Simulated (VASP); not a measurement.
# BN: convergence, relaxation of the cell

BN, R3m (no. 160), 2 atoms in the cell. LDA; PAW potentials N, B (LDA set). VASP 6.6.1. The cell is changed on purpose: volume scaled by 1.03.

Wanted: cell volume within 1 %; lattice lengths within 0.4 %; shortest distances from each atom, periodic images included within 0.02 Å.

What the run is for: cell; Accuracy asked: screening.

The series start from Plane-wave cutoff (eV): 600; k-point mesh: 8 × 8 × 8; Relaxation passes: 2; Ionic threshold (EDIFFG): -0.005; Electronic threshold (eV): 1e-6; Precision mode (PREC): Accurate; Relaxation algorithm: IBRION=2 POTIM=0.5. Each series keeps the choices made before it, and each single choice may use up half of a tolerance. Times cover all steps of a run.

## Plane-wave cutoff (eV)

| Plane-wave cutoff (eV) | Cell volume (Å³) | Lattice lengths, largest deviation against the largest value | Shortest distances from each atom, periodic images included, largest deviation (Å) | Time (s) |
|---|---|---|---|---|
| 400 | 16.06 | 5.4 % | 0.007 | 61 |
| 460 | 16.9 | 1.8 % | 0.001 | 84 |
| 520 | 17.26 | 0.088 % | 0.000 | 75 |
| 600 | 17.18 | 0.46 % | 0.000 | 78 |
| 700 | 17.15 | 0.58 % | 0.000 | 119 |
| 840 (reference) | 17.28 | 0 % | 0.000 | 261 |

Chosen: 840; the next looser run is off by more than half of the tolerance, so convergence isn't shown beyond this value.

## k-point mesh

| k-point mesh | Cell volume (Å³) | Lattice lengths, largest deviation against the largest value | Shortest distances from each atom, periodic images included, largest deviation (Å) | Time (s) |
|---|---|---|---|---|
| 4 × 4 × 4 | 17.26 | 0.078 % | 0.000 | 64 |
| 5 × 5 × 5 | 17.24 | 0.25 % | 0.000 | 77 |
| 7 × 7 × 7 | 17.28 | 0.0062 % | 0.000 | 151 |
| 8 × 8 × 8 | 17.28 | 0.0082 % | 0.000 | 261 |
| 10 × 10 × 10 | 17.28 | 0.0031 % | 0.000 | 353 |
| 13 × 13 × 13 (reference) | 17.28 | 0 % | 0.000 | 664 |

Chosen: 7 × 7 × 7, the loosest value from which every tighter one stays within half of the tolerance.

## Relaxation passes

| Relaxation passes | Cell volume (Å³) | Lattice lengths, largest deviation against the largest value | Shortest distances from each atom, periodic images included, largest deviation (Å) | Time (s) |
|---|---|---|---|---|
| 1 | 17.33 | 0.24 % | 0.000 | 85 |
| 2 | 17.28 | 0 % | 0.000 | 151 |
| 3 (reference) | 17.28 | 0 % | 0.000 | 143 |

Chosen: 2.

## Ionic threshold (EDIFFG)

| Ionic threshold (EDIFFG) | Cell volume (Å³) | Lattice lengths, largest deviation against the largest value | Shortest distances from each atom, periodic images included, largest deviation (Å) | Time (s) |
|---|---|---|---|---|
| -0.05 | 17.37 | 0.35 % | 0.001 | 89 |
| -0.02 | 17.32 | 0.19 % | 0.000 | 110 |
| -0.01 | 17.33 | 0.21 % | 0.000 | 104 |
| -0.005 | 17.28 | 0.022 % | 0.000 | 151 |
| -0.002 (reference) | 17.29 | 0 % | 0.000 | 121 |

Chosen: -0.005.

## Electronic threshold (eV)

| Electronic threshold (eV) | Cell volume (Å³) | Lattice lengths, largest deviation against the largest value | Shortest distances from each atom, periodic images included, largest deviation (Å) | Time (s) |
|---|---|---|---|---|
| 0.0001 | 17.28 | 0.21 % | 0.000 | 122 |
| 1e-5 | 17.3 | 0.069 % | 0.000 | 136 |
| 1e-6 | 17.28 | 0.17 % | 0.000 | 151 |
| 1e-7 (reference) | 17.32 | 0 % | 0.000 | 129 |

Chosen: 1e-5.

## Precision mode (PREC)

| Precision mode (PREC) | Cell volume (Å³) | Lattice lengths, largest deviation against the largest value | Shortest distances from each atom, periodic images included, largest deviation (Å) | Time (s) |
|---|---|---|---|---|
| Normal | 17.3 | 0.0011 % | 0.000 | 67 |
| Accurate (reference) | 17.3 | 0 % | 0.000 | 136 |

Chosen: Normal.

## Relaxation algorithm

| Relaxation algorithm | Cell volume (Å³) | Lattice lengths, largest deviation against the largest value | Shortest distances from each atom, periodic images included, largest deviation (Å) | Time (s) |
|---|---|---|---|---|
| IBRION=2 POTIM=0.5 | 17.3 | 0 % | 0.000 | 67 |
| IBRION=2 POTIM=0.2 | 17.31 | 0.044 % | 0.000 | 62 |
| IBRION=1 POTIM=0.5 | 17.31 | 0.024 % | 0.000 | 37 |
| IBRION=1 POTIM=0.2 | 17.3 | 0.0034 % | 0.000 | 38 |

Chosen: IBRION=1 POTIM=0.5, the fastest of those that stay within half of the tolerance.

## All choices together

| Input | Cell volume (Å³) | Lattice lengths, largest deviation against the largest value | Shortest distances from each atom, periodic images included, largest deviation (Å) | Time (s) |
|---|---|---|---|---|
| the program's defaults (naive) | 16.26 | 4.3 % | 0.011 | 15 |
| chosen settings | 17.31 | 0.14 % | 0.000 | 37 |
| reference settings throughout | 17.28 | 0 % | 0.000 | 1014 |

The chosen settings stay within the tolerance of the reference run, but the reference itself isn't shown to be converged in: Plane-wave cutoff (eV).

Values of the reference run: Lattice lengths: 3.524, 3.524, 3.524 Å; Shortest distances from each atom, periodic images included: 1.438, 1.438, 1.438, 2.49, 1.438, 1.438, 1.438, 2.49 Å.

## The input

INCAR.step1:
```
SYSTEM = BN
GGA = CA ; ISMEAR = 0
SIGMA = 0.03 ; LWAVE = .FALSE.
LCHARG = .FALSE. ; NSW = 80
PREC = Normal ; LASPH = .TRUE.
LREAL = .FALSE. ; ALGO = Normal
EDIFF = 1E-5 ; NELM = 120
GGA_COMPAT = .FALSE. ; IBRION = 1
ISIF = 3 ; EDIFFG = -0.005
NELMIN = 4 ; ENCUT = 840
EFERMI = MIDGAP ; KPAR = 2
POTIM = 0.5
```

INCAR.step3, as INCAR.step1 but for:
```
- NSW = 80
- IBRION = 1
- ISIF = 3
- EDIFFG = -0.005
- NELMIN = 4
- POTIM = 0.5
+ ISIF = 2
```

KPOINTS:
```
Automatic mesh
0
Gamma
  7 7 7
  0 0 0
```

POSCAR.step1:
```
BN
1.0
    1.2635099332      0.7294878001      3.4063319654
   -1.2635099332      0.7294878001      3.4063319654
    0.0000000000     -1.4589756001      3.4063319654
N B
1 1
Direct
    0.6672382000      0.6672382000      0.6672382000
    0.0003288000      0.0003288000      0.0003288000
```

Commands (each step's output is kept before the next begins):
```
cat potpaw_LDA.64/N/POTCAR potpaw_LDA.64/B/POTCAR > POTCAR
cp INCAR.step1 INCAR
cp POSCAR.step1 POSCAR
mpirun -np 2 vasp_std > vasp.out
cp CONTCAR POSCAR
mpirun -np 2 vasp_std > vasp.out
cp CONTCAR POSCAR
cp INCAR.step3 INCAR
mpirun -np 2 vasp_std > vasp.out
```

The chosen input took VASP 6.6.1 37 s on 2 cores (AMD EPYC 7R43 (Zen 3)), a shared host.

## An input that fails: too few ionic steps

It gives no converged result.

Changes against the starting input:
```
- NSW = 80
- NELM = 120
+ NSW = 2
+ NELM = 63
```
